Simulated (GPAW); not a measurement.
The system is SiC.

```
Si C
1.0
     3.07569    0.00000    0.00000
    -1.53785    2.66363    0.00000
     0.00000    0.00000   10.07065
Si C
4 4
Direct
  0.00000 0.00000 0.18789
  0.00000 0.00000 0.68789
  0.33333 0.66667 0.43784
  0.66667 0.33333 0.93784
  0.00000 0.00000 0.00046
  0.00000 0.00000 0.50046
  0.33333 0.66667 0.24980
  0.66667 0.33333 0.74980
```

The cell is a database's computed one.

Base run:

| Quantity | Value |
| --- | --- |
| Program | GPAW 26.7.0 |
| Functional | SOGGA |
| Potentials or basis | PAW data sets generated in the run's folder for this functional |
| Cutoff | 800 eV |
| Basis | pw |
| k mesh | 6 × 6 × 2 |
| Occupations | fermi-dirac, width 0.05 eV |
| Spin | no spin polarisation |

Its results: band gap on the k mesh 2.11 eV, indirect (least direct gap 3.24 eV); pressure 1.4 GPa; largest force 0.003 eV/Å.

Q: The run is repeated on the same cell with these changes: functional from SOGGA to OLYP; band points from 100 to 60. What comes out?

A: Band gap on the k mesh 2.28 eV, indirect (least direct gap 3.42 eV); pressure 3.8 GPa; largest force 0.017 eV/Å.
